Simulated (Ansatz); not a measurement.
# GaN (P-6m2) in Ansatz: settings compared

The runs below take GaN through relaxation of cell and atoms, single point, with HSEsol, r2SCAN0.

All numbers are computed with Ansatz 0.2.0; they aren't measurements. Logs are shortened: lines on timing, memory, paths and dates and some standing lists are left out, and cuts for length are marked.

## 1. The structure

It takes space group P-6m2 (No. 187, hexagonal). The conventional cell has a = 2.981 Å, b = 2.981 Å, c = 2.683 Å, α = 90.00°, β = 90.00°, γ = 120.00°. Around Ga (site symmetry -6m2) lie 6 N at 2.18 Å. Around N (site symmetry -6m2) lie 6 Ga at 2.18 Å.

The cell was built by a generator and needn't be a form met in nature.

## 2. Relaxation of cell and atoms, HSEsol

input

```
crystal:
  lattice:
    - [2.98064, 0.0, 0.0]
    - [-1.49032, 2.58131, 0.0]
    - [0.0, 0.0, 2.68337]
  atoms:
    - { symbol: Ga, position: [0.66667, 0.33333, 0.5] }
    - { symbol: "N", position: [0.0, 0.0, 0.0] }
hamiltonian:
  xc:
    exchange: hjs_pbesol
    correlation: pbesol
    exx: { coeff: 0.25, omega: 0.207 }
  pseudopotentials: { kind: paw }
kpoints:
  mp_grid: { grid: [5, 5, 5] }
scf:
  occupations: { method: fermi_dirac, width: 0.05 }
output:
  forces: true
  stress: true
  eigenvalues: true
relax:
  f_tol: 0.01
  max_steps: 40
  cell: { stress_tol: 0.05 }
```

Potentials or basis: Ansatz PAW.

Standard output:

```text
Warning: the atoms were moved onto the symmetric positions of the space group found under crystal.symmetry.tolerance 1.0e-5 (fractional; no operation is sought that the atoms, as they stand in a round, miss by more than twice it, and no atom is moved by as much as it), and the run uses the moved positions. Before a round's move an operation carried an atom to 1.49e-5 Å from where it should land, the largest such distance. Atom 0 (counting from 0) moved farthest, by 1.72e-5 Å; the longest move in fractions of the cell, of whichever atom, is 0.47 of the tolerance, in 1 round. To run the atoms as typed, lower crystal.symmetry.tolerance until the operations that they miss are no longer found, or set crystal.symmetry.detect: false (a key that needs symmetry detection or time reversal refuses this as the deck is read). The positions used, in the order of the run's atom list: position: [0.6666666666666666, 0.33333333333333337, 0.5]; position: [-2.7755575615628914e-17, 1.8503858249243818e-17, 0.0]; The lattice was moved too: crystal.lattice keeps the space group found at crystal.symmetry.tolerance 1.0e-5 only nearly: the operation that it misses by the most changes a squared length by the fraction 2.72e-8. The run uses the lattice that is a stretch of the typed one, with no rotation, onto the one that keeps every operation to a double's rounding (on a very oblique basis the stretch itself rounds by more); the deck's lattice vector that moved farthest moved by 2.34e-8 Å. To run the lattice as typed, set crystal.symmetry.tolerance under 2.71e-8, the least fraction by which an operation that the lattice misses changes a squared length (the same key also sets how far an atom may lie from its image, so lowering it can lose operations that the atoms keep only within it), or set crystal.symmetry.detect: false, as for the atoms. crystal.lattice made exact, in Å and degrees: [[2.980640023361873, 0.0, 0.0], [-1.4903200116809365, 2.581309979768025, 0.0], [0.0, 0.0, 2.68337]]. Pasted over the deck's crystal.lattice, beside positions in fractional coordinates, it runs the same cell (given as lengths and angles, that cell in the form's own orientation, a rigid turn of the misfit's size from the one run here, for which a checkpoint.post_process_only pass over this run's state can be refused: where this run relaxes nothing, give such a pass this deck's own crystal.lattice, as typed; behind a relaxation, as crystal.lattice, the state's own cell, identity.cell in its checkpoint.json), and a matrix so pasted ends this notice, except on a very skew basis of the lattice, where the rounding of the pasted numbers themselves can read as a misfit: the cell is then moved again, and that move is told again. The lattice as run is in this notice's lattice.as_run_ang field (Run.prep()["deck_notices"] in Python, the deck_notice line of an events file, deck_notices of ansatz run --dry-run=json, or deck_notices in record.json in the deck's checkpoint.write directory).
GPUs: using 1 of 1 available (devices: 1).
Engine: ansatz 0.2.0, x86_64-unknown-linux-gnu
Pseudopotentials: kind: paw
Pseudopotential: Ga, paw, valence charge 13, recommended cutoff 420 eV (normal), Ga.paw.azcp
Pseudopotential: N, paw, valence charge 5, recommended cutoff 420 eV (normal), N.paw.azcp
Functional definition: unnamed
  parameter a_1 = 0.25
  parameter omega_1 = 0.207/angstrom
  exchange = pbe_x(mu = 0.12345679012345678) + (-a_1)*hjs_pbesol_x_sr(omega_1) + a_1*exact_x_sr(omega_1)
  correlation = pbe_c(beta = 0.046)
device memory: the entry about to start is reckoned to put 0.4 GiB on a device that reports 55.2 GiB free (of which the cap on the GPU budget leaves the run 18.0 GiB)
GPU FFT provider: cuFFT
GPU libraries: cuBLAS 13.8.2, cuFFT 12.4.0, cuSOLVER 12.3.4
Crystal: 2 atoms, lattice volume = 20.646 Å³
Basis set: ecut = 420 eV, 393 PW (Γ), exchange–correlation on 40×40×36 points (8 copies of the dense FFT grid, shifted against one another)
Bands: 13, of which v1, the nominal top of the filled ones, is band 9 counted from 1 (8 counted from 0)
Symmetry: 12 space group operations
Space group: P-6m2 (ITA 187), of the structure as read, at distance tolerance 2.7e-5 Å
k-points: 15 of 125 (time reversal used)
Non-local potential: Ga, projectors of the file, l = 0: 2, l = 1: 2, l = 2: 3, l = 3: 1
Non-local potential: N, projectors of the file, l = 0: 2, l = 1: 2, l = 2: 1
PAW form: soft (Blöchl's): semilocal exchange-correlation on the pseudo side does not see the compensation charge
PAW frozen core: Ga, regenerated for the run's functional, and the local potential with it (the file was generated under x = pbe(κ = 0.804, μ = 0.2195149727645171), c = pbe(β = 0.06672455060314922))
PAW frozen core: N, regenerated for the run's functional, and the local potential with it (the file was generated under x = pbe(κ = 0.804, μ = 0.2195149727645171), c = pbe(β = 0.06672455060314922))
PAW one-centre angular grid: Ga, 590 points (default); XC on 64 Gauss nodes
PAW one-centre angular grid: N, 110 points (default); XC on 64 Gauss nodes
Initial density: superposition of atomic densities (neutral atoms: chi_scale 0, normalization atom), corrected by the library's trained network
Initial wavefunctions: pseudopotential atomic-orbital guess
GPU buffer pool allocated for 7200 grid points (all kernels)
GPU transforms: local potential and band sums: pruned to the plane-wave sphere, on 20×20×18
[... 367 lines left out ...]
Internal energy: -4134.220639 eV  (E = F + TS)
E sigma→0 (E₀):  -4134.220641 eV
Entropy (-TS):   -0.000004 eV (-0.002 meV/atom)
Fermi energy:    13.813041 eV
--- Per-component energies (eV) ---
  E_band       = -0.333290
  E_kinetic    = 248.171173
  E_local      = -1704.697690  (includes V_loc(G=0)·N_el)
  E_nonlocal   = 479.943117
  E_hartree    = 800.947975
  E_xc         = -102.866573
  E_vxc        = -107.048834  (∫ρ·V_xc dr)
  E_exx        = -61.925346  (= α·E_x^exact, valence–valence)
  E_paw        = -2057.598666  (= ΣΔE_a)
  E_vpaw       = -394.746243  (= ΣTr[D̂ρ^β])
  E_aug_tail   = -0.000052  (compensation charges beyond the density's cutoff)
  E_ewald      = -1736.893892
  E_core_change = 0.699316  (= ΣΔE_core)
  E_smearing   = -0.000004  (= −TS)
  E_closure    = -0.000000  (closes the sum)
  Σ components = -4134.220643   (vs F -4134.220643, Δ=0.00e0)
--- Forces (eV/Å), atoms counted from 1 ---
  atom   1  Ga     0.00000000    -0.00000000     0.00000000
  atom   2  N     -0.00000000    -0.00000000     0.00000000
  max |Σ_I F_I| component: 3.19e-16 eV/Å
--- Stress (GPa, compression-positive) ---
       -0.009410      -0.000000       0.000000
       -0.000000      -0.009410       0.000000
        0.000000       0.000000      -0.006433
  P = ⅓ Tr σ = -0.0084 GPa (-0.084 kbar)
--- Band table (eV; the first three rows and the last of 15) ---
  k-point 0: bands = ["-6.6628", "-4.8207", "-4.6683", "-4.6683", "-4.3241", "-4.3241", "11.4602", "11.9472", "11.9472", "14.3965", "24.4073", "24.4073", "25.0415"]
  k-point 1: bands = ["-5.9152", "-4.6940", "-4.6398", "-4.6398", "-4.4102", "-4.4102", "7.5007", "12.2957", "12.2957", "16.7194", "24.9494", "25.2814", "25.2814"]
  k-point 2: bands = ["-4.5922", "-4.5922", "-4.5470", "-4.5470", "-4.5271", "-4.0774", "3.1190", "12.9155", "12.9155", "19.1725", "22.2369", "27.4048", "27.4048"]
  k-point 14: bands = ["-5.4398", "-4.7611", "-4.6676", "-4.4143", "-4.1837", "-0.3122", "6.3863", "6.9904", "10.1049", "14.3585", "17.8826", "23.8849", "27.7802"]
--- Relaxed structure (6 steps of the walk, 6 accepted, 2 SCFs on fresh bases) ---
  F+E_penalty+E_count = -4134.22064301 eV   max|allowed force component| = 1.133e-16 eV/Å   (the final SCF, on the basis selected at the relaxed cell)
  cell:  # Å, volume = 19.1346 Å³
    - [2.899904012127433, -8.963497858887052e-18, -1.9530350673830863e-33]
    - [-1.4499520060637165, 2.511390543038774, -7.148604491440625e-34]
    - [-1.7582518075606906e-33, -1.7582518075606906e-33, 2.6273770697586256]
  atoms:
    - { symbol: Ga, position: [0.6666666666666666, 0.3333333333333335, 0.5] }
    - { symbol: N, position: [-2.7755575615628914e-17, 1.850385824924382e-17, -9.495567745759799e-66] }
```

Wall time 49 s (1 × NVIDIA H100 80GB HBM3 with 2 threads of AMD EPYC 7R13 (Zen 3), shared host); peak memory 1.8 GiB.

Results:

```
Free energy                            : -4134.2206 eV
Relaxed volume                         : 9.57 Å³/atom
Relaxed cell                           : a = 2.900 Å, b = 2.900 Å, c = 2.627 Å, α = 90.00°, β = 90.00°, γ = 120.00°
Space group after relaxing (to 0.05 Å) : P-6m2 (No. 187)
Energy gained by relaxing              : 37.6 meV/atom
Ionic steps                            : 8
Pressure after relaxing                : 0.0 GPa
Band gap on the k mesh                 : 1.05 eV, indirect (least direct gap 2.45 eV)
```

The path:
| step | energy change (eV) | largest force (eV/Å) | volume (Å³) |
| --- | --- | --- | --- |
| 1 | 0.0000 | 0.0000 | 20.65 |
| 2 | -0.0687 | 0.0000 | 19.52 |
| 3 | -0.0756 | 0.0000 | 19.01 |
| 4 | -0.0790 | 0.0000 | 19.15 |
| 5 | -0.0790 | 0.0000 | 19.15 |
| 6 | -0.0753 | 0.0000 | 19.15 |
| 7 | -0.0753 | 0.0000 | 19.13 |
| 8 | -0.0753 | 0.0000 | 19.13 |

Final structure:
```yaml
crystal:
  lattice:
    - [2.89990, 0.00000, 0.00000]
    - [-1.44995, 2.51139, 0.00000]
    - [0.00000, 0.00000, 2.62738]
  atoms:
    - { symbol: Ga, position: [0.66667, 0.33333, 0.50000] }
    - { symbol: N, position: [0.00000, 0.00000, 0.00000] }
```

Caveat: the k mesh is coarse (spacing up to 0.49 Å⁻¹), so the values aren't converged, least of all with exact exchange; odd divisions of the mesh miss points on the zone boundary, where band edges often lie, so the gap on the mesh can be too wide; the plane-wave basis is chosen anew once the cell has moved, so the energies of steps on either side of that aren't comparable; the pressure holds a Pulay correction of +0.6 GPa for the finite cutoff; the PAW data sets come from PBE, with cores solved anew for the run's functional, which leaves a small shift of forces and pressure.

## 3. Single point, r2SCAN0

Changes to input since step 2:

```diff
@@ -9,6 +9,3 @@
 hamiltonian:
-  xc:
-    exchange: hjs_pbesol
-    correlation: pbesol
-    exx: { coeff: 0.25, omega: 0.207 }
+  xc: r2scan0
   pseudopotentials: { kind: paw }
@@ -22,5 +19 @@
   eigenvalues: true
-relax:
-  f_tol: 0.01
-  max_steps: 40
-  cell: { stress_tol: 0.05 }
```

Potentials or basis: Ansatz PAW.

It took 11 s on 1 × NVIDIA H100 80GB HBM3 with 2 threads of AMD EPYC 7R13 (Zen 3), shared host; peak memory 1.7 GiB.

Results (log left out):

| Property | Result |
| --- | --- |
| Free energy | -4172.7715 eV |
| Pressure | -14.8 GPa |
| Band gap on the k mesh | 1.31 eV, indirect (least direct gap 2.68 eV) |

Stress tensor (GPa, compression positive):
```
-14.76   0.00   0.00
  0.00 -14.76   0.00
  0.00   0.00 -14.85
```

Levels at points of the mesh, in eV from the valence-band top:
```tsv
k point	band 7	band 8	band 9	band 10	band 11	band 12
(0.00, 0.00, 0.00)	-1.66	-1.37	-1.37	1.31	11.78	11.78
```

Caveat: the k mesh is coarse (spacing up to 0.49 Å⁻¹), so the values aren't converged, least of all with exact exchange; odd divisions of the mesh miss points on the zone boundary, where band edges often lie, so the gap on the mesh can be too wide; the PAW data sets come from PBE, with cores solved anew for the run's functional, which leaves a small shift of forces and pressure; the thresholds are loose for stress.
